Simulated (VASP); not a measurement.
Input of a VASP 6.6.1 run:

The input INCAR:

```
SYSTEM = H6C2O
ALGO = Fast
EDIFF = 1E-6
ENCUT = 520
GGA = PE
ISIF = 2
ISMEAR = -1
IVDW = 12
LASPH = .True.
LCHARG = .False.
LREAL = Auto
LWAVE = .False.
NBANDS = 64
NELM = 60
PREC = Accurate
SIGMA = 0.02
```

Contents of KPOINTS:

```
k-points
0
Gamma
  1 1 1
  0 0 0
```

POSCAR

```
H6C2O
1.0
    7.2936330000      0.0000000000      0.0000000000
    0.0000000000      7.2936330000      0.0000000000
    0.0000000000      0.0000000000      7.2936330000
C O H
8 4 24
Direct
    0.8540462620      0.8736112716      0.0348797369
    0.9404092583      0.8889671306      0.2268828168
    0.4268654592      0.2492859183      0.8959321096
    0.3857062729      0.0460812876      0.9563683832
    0.4453062006      0.4365177135      0.3903541623
    0.4798843046      0.6305636711      0.3135474461
    0.9211321710      0.3559542960      0.6980883189
    0.9098209356      0.3782614234      0.9012243967
    0.9565054891      0.7091527638      0.3058146743
    0.4382178264      0.0165623908      1.1480561196
    0.3268467169      0.7475424113      0.3804276963
    1.0329145983      0.5139002744      0.9651020280
    1.0888812201      0.7007893049      0.3491949759
    1.0826154812      0.9474153690      0.2261835768
    0.8467522290      0.9770302399      0.3091874790
    0.7742232163      1.0041772050      0.0008089247
    0.9634841786      0.8413228360     -0.0613411725
    0.7609102350      0.7528346984      0.0300673204
    0.5719646163      0.0164389955      1.1449575267
    0.2365487817      0.0289156309      0.9470726043
    0.4824756058     -0.0295463180      0.8658510786
    0.3274362722      0.2815880645      0.7826552282
    0.3924793035      0.3399129076      1.0141996451
    0.5629019173      0.2686315585      0.8458884619
    0.3462471994      0.8707183375      0.3266136369
    0.6159618944      0.6930291118      0.3504015077
    0.4801310952      0.6384335488      0.1688458961
    0.4711780809      0.3252151568      0.2893345470
    0.5418287430      0.4238354192      0.5059618437
    0.2998917001      0.4053535460      0.4216417250
    1.0180797416      0.5564853620      1.0939815590
    0.7540412302      0.3946455765      0.9322103265
    0.9347742065      0.2360963322      0.9804715976
    0.7990805131      0.2688646385      0.6480583819
    0.9171012580      0.4878912882      0.6317016499
    1.0514238926      0.2941743847      0.6507730784
```

Potentials or basis: VASP PAW PBE potentials, release 64 (C, O, H).

Run with:

```bash
$ cat potpaw_PBE.64/C/POTCAR potpaw_PBE.64/O/POTCAR potpaw_PBE.64/H/POTCAR > POTCAR
$ mpirun -np 1 vasp_gam > vasp.out
```

(1) Predict the pressure.

(2) Estimate the band gap on the k mesh.

(3) Estimate the dispersion energy per atom.

Answers

(1) -1.9 GPa.

(2) 4.74 eV, direct.

(3) -0.038 eV.
